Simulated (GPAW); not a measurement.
# Bi (R-3m) in GPAW: reference runs

Aim: a first look at Bi with PBE, on the cell as given and on a disturbed one.

All numbers are computed with GPAW 26.7.0; they aren't measurements. Logs are shortened: lines on timing, memory, paths and dates and some standing lists are left out, and cuts for length are marked. The log counts tension as positive stress, the text compression.

**1. The structure**

Symmetry: R-3m, No. 166, trigonal system. Conventional cell: a = 4.535 Å, b = 4.535 Å, c = 11.814 Å, α = 90.00°, β = 90.00°, γ = 120.00°. Bi (site symmetry 3m) has 6 Bi at 3.06 to 3.52 Å as nearest neighbours.

**2. Single point, PBE**

run.py

```python
from ase import Atoms
from ase.dft.bandgap import bandgap
from ase.io import write
from ase.units import GPa
from gpaw import GPAW, PW

atoms = Atoms(['Bi', 'Bi'],
              cell=[[2.2675, 1.3091417354, 3.938],
                    [-2.2675, 1.3091417354, 3.938],
                    [0.0, -2.6182834708, 3.938]],
              scaled_positions=[[0.766, 0.766, 0.766],
                                [0.234, 0.234, 0.234]],
              pbc=True)

calc = GPAW(mode=PW(600),
            xc='PBE',
            kpts={'size': (7, 7, 7), 'gamma': True},
            occupations={'name': 'fermi-dirac', 'width': 0.05},
            nbands=25,
            convergence={'density': 1e-05, 'energy': 1e-05},
            maxiter=150,
            txt='gpaw.txt')
atoms.calc = calc
energy = atoms.get_potential_energy()
forces = atoms.get_forces()
stress = atoms.get_stress()
calc.write('gs.gpw')
write('result.traj', atoms)
print(f'Energy: {energy:.6f} eV')
print('Forces (eV/A):')
print(forces.round(4))
print('Stress (GPa):', (stress / GPa).round(3))
print('Fermi level:', round(calc.get_fermi_level(), 4), 'eV')
print(f'Gap: {bandgap(calc)[0]:.4f} eV, direct: {bandgap(calc, direct=True)[0]:.4f} eV')
```

Potentials or basis: GPAW PAW data sets (gpaw-data 1.2.1), pw.

Started as:

```console
> OMP_NUM_THREADS=1 python run.py
```

gpaw.txt:

```text
__  _  _
 | _ |_)|_||  |
 |__||  | ||/\| - 26.7.0

Input parameters:
  mode=PW(ecut=600.0),
  convergence={'density': 1e-05, 'energy': 1e-05},
  kpts=MonkhorstPack(size=(7, 7, 7), gamma=True),
  maxiter=150,
  nbands=25,
  occupations=Occupations(name='fermi-dirac', width=0.05),
  xc=XC(name='PBE')

Diagonalizing LCAO Hamiltonian
Converting LCAO to pw mode

       Bi

       Bi

Atoms  # Å, Bohr magnetons
|   | symbol |         x |        y |        z |    initial magnetic moments |
|---|--------|-----------|----------|----------|-----------------------------|
| 0 |     Bi |  0.000000 | 0.000000 | 9.049524 | ( 0.0000,  0.0000,  0.0000) |
| 1 |     Bi | -0.000000 | 0.000000 | 2.764476 | ( 0.0000,  0.0000,  0.0000) |

Unit cell  # Å
| periodic |         x |         y |        z |  lengths |    angles |
|----------|-----------|-----------|----------|----------|-----------|
|      yes |  2.267500 |  1.309142 | 3.938000 | 4.728980 | 57.304234 |
|      yes | -2.267500 |  1.309142 | 3.938000 | 4.728980 | 57.304234 |
|      yes |  0.000000 | -2.618283 | 3.938000 | 4.728980 | 57.304234 |

Number of symmetries: 12
Symmetry operations  # r_c * U_cc + t_c -> r_c
|    | kind |            matrix            |
|----|------|------------------------------|
|  0 |  E   |  1, 0, 0,  0, 1, 0,  0, 0, 1 |
|  1 |  σ   |  1, 0, 0,  0, 0, 1,  0, 1, 0 |
|  2 |  σ   |  0, 1, 0,  1, 0, 0,  0, 0, 1 |
|  3 |  C3  |  0, 1, 0,  0, 0, 1,  1, 0, 0 |
|  4 |  C3  |  0, 0, 1,  1, 0, 0,  0, 1, 0 |
|  5 |  σ   |  0, 0, 1,  0, 1, 0,  1, 0, 0 |
|  6 |  C2  |  0, 0,-1,  0,-1, 0, -1, 0, 0 |
|  7 |  S6  |  0, 0,-1, -1, 0, 0,  0,-1, 0 |
|  8 |  S6  |  0,-1, 0,  0, 0,-1, -1, 0, 0 |
|  9 |  C2  |  0,-1, 0, -1, 0, 0,  0, 0,-1 |
| 10 |  C2  | -1, 0, 0,  0, 0,-1,  0,-1, 0 |
| 11 |  i   | -1, 0, 0,  0,-1, 0,  0, 0,-1 |

BZ-sampling:
  Number of BZ points: 343
  Number of IBZ points: 44

  Monkhorst-Pack size: [7, 7, 7]
  Monkhorst-Pack shift: [0, 0, 0]

K-points  # in reciprocal-cell coordinates
|     |                                coordinates |     weight |
|-----|--------------------------------------------|------------|
|   0 | (  0.00000000,   0.00000000,   0.00000000) | 0.00291545 |
|   1 | (  0.14285714,   0.00000000,  -0.14285714) | 0.01749271 |
|   2 | (  0.14285714,   0.00000000,   0.00000000) | 0.01749271 |
|   3 | (  0.14285714,   0.14285714,  -0.14285714) | 0.01749271 |
|   4 | (  0.14285714,   0.14285714,   0.00000000) | 0.01749271 |
|   5 | (  0.14285714,   0.14285714,   0.14285714) | 0.00583090 |
|   6 | (  0.28571429,  -0.14285714,  -0.14285714) | 0.01749271 |
|   7 | (  0.28571429,   0.00000000,  -0.28571429) | 0.01749271 |
|   8 | (  0.28571429,   0.00000000,  -0.14285714) | 0.03498542 |
|   9 | (  0.28571429,   0.00000000,   0.00000000) | 0.01749271 |
| ... |                                            |            |
|  43 | (  0.42857143,   0.42857143,   0.42857143) | 0.00583090 |

Plane wave coefficients: 2360
Cutoff: 600.0 eV

Spin-components: 1 (collinear spins)
Bands:           25
Projectors:      12
Spin-degeneracy: 2
Datatype:        complex128

Density:
  Valence electrons: 30.0
  Components: 1
  Grid points: [27 27 27]
  Charge: 0.0  # |e|

Potential:
  Grid points: [27 27 27]

species:
  Bi:
    name:    Bismuth
    Z:       83.0
    valence: 15
    core:    68
    charge:  0.0  # [|e|]
    compensation charges:
      type: gauss
      rc: 0.38  # [Å]
      lmax: 2
    cutoffs:
      filter: 2.23  # [Å]
      core: 2.33  # [Å]
    projectors
    | kind |    occ | energy [eV] | rcut [Å] |
    |------|--------|-------------|----------|
    |   6s |  2.000 |     -14.385 |    1.286 |
    |   6p |  3.000 |      -4.580 |    1.275 |
    |   5d | 10.000 |     -27.119 |    1.349 |
    |    s |        |      12.827 |    1.286 |
    |    p |        |      22.631 |    1.275 |
    |    d |        |       0.093 |    1.349 |

    Using partial waves for Bi as LCAO basis

Reference energy: -1169696.765905  # eV

eigensolver:
  PPCG
  Converge bands: occupied
  niter=2

density mixing:
  MSR1-Mixer
  Pratt-step length: 0.05
  Maximum mixing coefficient: 0.75
  Old densities: 10
  SVD Regularization: 0.005
  Good broyden scale: 1.0
  Trust region scale: 1.0
  Backstep threshold: 4.0
  History deletion threshold: 6.0
  Fourier metric: weight=20.0, sigma=0.015

occupation numbers:
  Fermi-Dirac:
    width: 0.0500  # eV

poisson solver:
  ecut: 4800.0  # eV

xc functional:
[... 9 lines left out ...]
|iter     | |      energy | eigst |  dens |
|---------|-|-------------|-------|-------|
|iter:   1| |   -9.334991 | -0.39 |       |
|iter:   2| |   -9.342298 | -2.59 | -1.73 |
|iter:   3| |   -9.355118 | -3.06 | -1.76 |
|iter:   4| |   -9.362061 | -3.37 | -2.16 |
|iter:   5| |   -9.363313 | -4.19 | -2.64 |
|iter:   6| |   -9.363355 | -5.56 | -3.54 |
|iter:   7| |   -9.363360c| -6.64 | -4.31 |
|iter:   8| |   -9.363361c| -6.87 | -4.65 |
|iter:   9| |   -9.363361c| -7.70c| -5.31c|

Converged in 9 steps
Energy contributions relative to reference atoms: (reference = -1169696.765905)

Energy contributions:
  Kinetic:          34.093758
  Coulomb:         -31.477903
  Zero:             -2.955489
  External:          0.000000
  Xc:               -9.023127
  Entropy:          -0.001201
  Spinorbit:         0.000000
  ----------------------------
  Free energy:      -9.363962
  Extrapolated:     -9.363361

dipole moment: (-0.000000, 0.000000, 0.000006)  # |e|*Ang

Fermi level: 6.054
Eigenvalues  # (at kpt = [0.000, 0.000, 0.000])
| band index |      eig [eV] | occ [0-2] |
|------------|---------------|-----------|
|          0 |       -17.002 |     2.000 |
|        ... |               |           |
|          7 |       -16.656 |     2.000 |
|          8 |       -16.532 |     2.000 |
|          9 |       -16.532 |     2.000 |
|         10 |        -6.882 |     2.000 |
|         11 |        -1.122 |     2.000 |
|         12 |         4.637 |     2.000 |
[... 8 lines left out ...]
|         21 |        12.323 |     0.000 |
|         22 |        12.552 |     0.000 |
|        ... |               |           |
|         24 |        13.966 |     0.000 |

Gap: 0.272 eV
Transition (v -> c):
  (s=0, k=36, n=14, [0.43, 0.29, 0.29]) -> (s=0, k=25, n=15, [0.43, 0.00, 0.00])
Direct/indirect transitions are different
Direct gap: 0.541 eV
Transition at: (s=0, k=25, n=14, [0.43, 0.00, 0.00])

Forces  # eV/Ang
|        x |        y |        z |
|----------|----------|----------|
|  0.00000 |  0.00000 | -0.19328 |  # Bi   0
| -0.00000 | -0.00000 |  0.19328 |  # Bi   1

Stress tensor  # eV/Ang^3
|         x |         y |         z |
|-----------|-----------|-----------|
| -0.012980 |  0.000000 | -0.000000 |
|  0.000000 | -0.012980 |  0.000000 |
| -0.000000 |  0.000000 | -0.011674 |

# Writing to gs.gpw (mode='')
```

Wall time 48 s (1 thread of Arm Neoverse V1, shared host); peak memory 0.2 GiB.

Results:

```yaml
Free_energy: -9.3640 eV
Pressure: 2.0 GPa
Largest_force: 0.193 eV/Å
Band_gap_on_the_k_mesh: 0.27 eV, indirect (least direct gap 0.54 eV)
```

Forces on the atoms (eV/Å):
```
Bi   0.000  0.000 -0.193
Bi   0.000  0.000  0.193
```

Levels at points of the mesh, in eV from the valence-band top:
| k point | band 11 | band 12 | band 13 | band 14 | band 15 | band 16 | band 17 | band 18 | band 19 | band 20 |
| --- | --- | --- | --- | --- | --- | --- | --- | --- | --- | --- |
| (0.00, 0.00, 0.00) | -12.78 | -7.02 | -1.27 | -1.01 | -1.01 | 2.71 | 3.19 | 3.19 | 5.86 | 5.98 |

Caveat: spin-orbit coupling is left out, which as a rule narrows the gap of such compounds by several tenths of an eV; an odd mesh through Γ misses points on the zone boundary, where band edges often lie.

**3. Single point, PBE (atoms moved at random, drawn with an rms of 0.05 Å)**

run.py: that of step 2 with these lines changed.

```diff
@@ -1,4 +1,3 @@
-from ase import Atoms
 from ase.dft.bandgap import bandgap
-from ase.io import write
+from ase.io import read, write
 from ase.units import GPa
@@ -6,9 +5,3 @@
 
-atoms = Atoms(['Bi', 'Bi'],
-              cell=[[2.2675, 1.3091417354, 3.938],
-                    [-2.2675, 1.3091417354, 3.938],
-                    [0.0, -2.6182834708, 3.938]],
-              scaled_positions=[[0.766, 0.766, 0.766],
-                                [0.234, 0.234, 0.234]],
-              pbc=True)
+atoms = read('POSCAR')
```

POSCAR

```
Bi
1.0
    2.2675000000      1.3091417354      3.9380000000
   -2.2675000000      1.3091417354      3.9380000000
    0.0000000000     -2.6182834708      3.9380000000
Bi
2
Direct
    0.7724340000      0.7862450000      0.7540610000
    0.2322200000      0.2385820000      0.2322520000
```

Potentials or basis: GPAW PAW data sets (gpaw-data 1.2.1), pw.

Started as:

```console
> OMP_NUM_THREADS=1 python run.py
```

gpaw.txt:

```text
__  _  _
 | _ |_)|_||  |
 |__||  | ||/\| - 26.7.0

Input parameters:
  mode=PW(ecut=600.0),
  convergence={'density': 1e-05, 'energy': 1e-05},
  kpts=MonkhorstPack(size=(7, 7, 7), gamma=True),
  maxiter=150,
  nbands=25,
  occupations=Occupations(name='fermi-dirac', width=0.05),
  xc=XC(name='PBE')

Diagonalizing LCAO Hamiltonian
Converting LCAO to pw mode

       Bi

       Bi

Atoms  # Å, Bohr magnetons
|   | symbol |         x |        y |        z |    initial magnetic moments |
|---|--------|-----------|----------|----------|-----------------------------|
| 0 |     Bi | -0.031316 | 0.066186 | 9.107570 | ( 0.0000,  0.0000,  0.0000) |
| 1 |     Bi | -0.014426 | 0.008245 | 2.768627 | ( 0.0000,  0.0000,  0.0000) |

Unit cell  # Å
| periodic |         x |         y |        z |  lengths |    angles |
|----------|-----------|-----------|----------|----------|-----------|
[... 132 lines left out ...]
  Zero:             -2.954811
  External:          0.000000
  Xc:               -9.182869
  Entropy:          -0.001136
  Spinorbit:         0.000000
  ----------------------------
  Free energy:      -9.340818
  Extrapolated:     -9.340250

dipole moment: (-0.396599, 0.615279, 0.570753)  # |e|*Ang

Fermi level: 6.062
Eigenvalues  # (at kpt = [0.000, 0.000, 0.000])
| band index |      eig [eV] | occ [0-2] |
|------------|---------------|-----------|
|          0 |       -17.025 |     2.000 |
|        ... |               |           |
|          7 |       -16.647 |     2.000 |
|          8 |       -16.532 |     2.000 |
|          9 |       -16.513 |     2.000 |
|         10 |        -6.929 |     2.000 |
|         11 |        -1.078 |     2.000 |
|         12 |         4.707 |     2.000 |
[... 8 lines left out ...]
|         21 |        12.291 |     0.000 |
|         22 |        12.531 |     0.000 |
|        ... |               |           |
|         24 |        14.020 |     0.000 |

Gap: 0.244 eV
Transition (v -> c):
  (s=0, k=115, n=14, [0.29, 0.29, 0.43]) -> (s=0, k=3, n=15, [0.00, 0.00, 0.43])
Direct/indirect transitions are different
Direct gap: 0.531 eV
Transition at: (s=0, k=3, n=14, [0.00, 0.00, 0.43])

Forces  # eV/Ang
|        x |        y |        z |
|----------|----------|----------|
|  0.04705 | -0.19529 | -0.47253 |  # Bi   0
| -0.04705 |  0.19529 |  0.47254 |  # Bi   1

Stress tensor  # eV/Ang^3
|         x |         y |         z |
|-----------|-----------|-----------|
| -0.013556 | -0.000792 |  0.001437 |
| -0.000792 | -0.020196 | -0.005628 |
|  0.001437 | -0.005628 | -0.016213 |

# Writing to gs.gpw (mode='')
```

stdout:

```text
Energy: -9.340250 eV
Forces (eV/A):
[[ 0.0471 -0.1953 -0.4725]
 [-0.0471  0.1953  0.4725]]
Stress (GPa): [-2.172 -3.236 -2.598 -0.902  0.23  -0.127]
Fermi level: 6.062 eV
Gap: 0.2437 eV, direct: 0.5310 eV
```

It took 3.5 min on 1 thread of Arm Neoverse V1, shared host; peak memory 0.38 GiB.

What came out:

| Item | Value |
| --- | --- |
| Free energy | -9.3408 eV |
| Pressure | 2.7 GPa |
| Largest force | 0.513 eV/Å |
| Band gap on the k mesh | 0.24 eV, indirect (least direct gap 0.53 eV) |

Forces in eV/Å, atoms in the order of the input:
```
Bi   0.047 -0.195 -0.473
Bi  -0.047  0.195  0.473
```

Caveat: spin-orbit coupling is left out, which as a rule narrows the gap of such compounds by several tenths of an eV; an odd mesh through Γ misses points on the zone boundary, where band edges often lie.
